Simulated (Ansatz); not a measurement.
Zn:

```
CELL_PARAMETERS angstrom
2.67000 0.00000 0.00000
-1.33500 2.31229 0.00000
0.00000 0.00000 4.96600
ATOMIC_POSITIONS crystal
Zn 0.66667 0.33333 0.75000
Zn 0.33333 0.66667 0.25000
```

| Property | Result |
| --- | --- |
| Program | Ansatz 0.2.0 |
| Task | relaxation of cell and atoms |
| Functional | PBEsol |
| Potentials or basis | Ansatz PAW |
| Cutoff | 420 eV (not typed: the program's choice for these potentials) |
| k mesh | 11 × 11 × 6 |
| Occupations | fermi-dirac, width 0.05 eV |
| Spin | no spin polarisation |

At the start: volume 15.33 Å³/atom.

Question: How do energy, volume and symmetry change on relaxing?

Answer: It ends after 9 steps and the volume is 14.03 Å³/atom (-8.5 %); space group P6_3/mmc (No. 194, to 0.05 Å).

Step by step:
```tsv
step	energy change (eV)	largest force (eV/Å)	volume (Å³)
1	0.0000	0.0000	30.66
2	-0.0493	0.0000	28.68
3	-0.0548	0.0000	27.54
4	-0.0572	0.0000	27.97
5	-0.0572	0.0000	28.08
6	-0.0572	0.0000	28.07
7	-0.0559	0.0000	28.07
8	-0.0559	0.0000	28.05
9	-0.0559	0.0000	28.05
```

Final structure:
```
CELL_PARAMETERS angstrom
2.64117 0.00000 0.00000
-1.32059 2.28732 0.00000
0.00000 0.00000 4.64391
ATOMIC_POSITIONS crystal
Zn 0.66667 0.33333 0.75000
Zn 0.33333 0.66667 0.25000
```

Caveat: the plane-wave basis is chosen anew once the cell has moved, so the energies of steps on either side of that aren't comparable; the PAW data sets come from PBE, with cores solved anew for the run's functional, which leaves a small shift of forces and pressure.
